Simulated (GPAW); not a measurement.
Write an ASE script for GPAW 26.7.0 that does the following.

| Property | Result |
| --- | --- |
| Task | relaxation of cell and atoms |
| Functional | PBEsol |
| Dispersion | D3 |
| Potentials or basis | PAW data sets generated in the run's folder for this functional |
| Cutoff | 600 eV |
| Basis | pw |
| k mesh | 8 × 8 × 5 |
| Occupations | fermi-dirac, width 0.05 eV |
| Spin | no spin polarisation |
| Target pressure | 1 GPa |
| Maxiter | 150 |
| Optimizer | FIRE |
| Fmax | 0.02 eV/Å |
| Max steps | 40 |
| Target pressure | 1 GPa |

The system is Ru.

```
Ru
1.0
     2.70580    0.00000    0.00000
    -1.35290    2.34329    0.00000
     0.00000    0.00000    4.28190
Ru
2
Direct
  0.66667 0.33333 0.75000
  0.33333 0.66667 0.25000
```

The input as run:

run.py

```python
from ase.calculators.mixing import SumCalculator
from ase.filters import FrechetCellFilter
from ase.io import write
from ase.optimize import FIRE
from ase.spacegroup import crystal
from ase.units import GPa
from dftd3.ase import DFTD3
from gpaw import GPAW, PW, setup_paths

setup_paths.insert(0, '.')

# Ru 2c
atoms = crystal(['Ru'],
                basis=[[0.6666666667, 0.3333333333, 0.75]],
                spacegroup=194, setting=1,  # P6_3/mmc
                cellpar=[2.7058, 2.7058, 4.2819, 90.0, 90.0, 120.0],
                primitive_cell=True)

calc = GPAW(mode=PW(600),
            xc='PBEsol',
            kpts={'size': (8, 8, 5), 'gamma': True},
            occupations={'name': 'fermi-dirac', 'width': 0.05},
            nbands=29,
            convergence={'density': 1e-05, 'energy': 1e-05},
            maxiter=150,
            txt='gpaw.txt')
atoms.calc = SumCalculator([calc, DFTD3(method='pbesol', damping='d3zero')])
opt = FIRE(FrechetCellFilter(atoms, scalar_pressure=1 * GPa), trajectory='relax.traj', logfile='-')
done = opt.run(fmax=0.02, steps=40)
calc.write('gs.gpw')
write('result.traj', atoms)
print('Converged:', done)
print('Cell:', atoms.cell.cellpar().round(4))
print('Volume:', round(atoms.get_volume(), 4))
print(atoms.get_scaled_positions().round(5))
```

Potentials or basis: PAW data sets generated in the run's folder for this functional, pw.

The run is started by

```sh
$ gpaw-setup -f PBEsol Ru
$ OMP_NUM_THREADS=1 python run.py
```

Results of the run:

* Relaxed volume: 12.97 Å³/atom
* Relaxed cell: a = 2.666 Å, b = 2.666 Å, c = 4.216 Å, α = 90.00°, β = 90.00°, γ = 120.00°
* Space group after relaxing (to 0.05 Å): P6_3/mmc (No. 194)
* Energy change on relaxing (the enthalpy is what falls): -23.9 meV/atom
* Ionic steps: 7
* Pressure after relaxing: 1.1 GPa
* Band gap on the k mesh: none (metal or under the smearing width)
* Dispersion energy per atom: -0.464 eV

Caveat: later steps reuse the first step's grids; pairwise dispersion overbinds metals, which lowers pressure and volume.

Run time: 87 s on 1 thread of Arm Neoverse V1, on a shared host, peak memory 0.2 GiB.
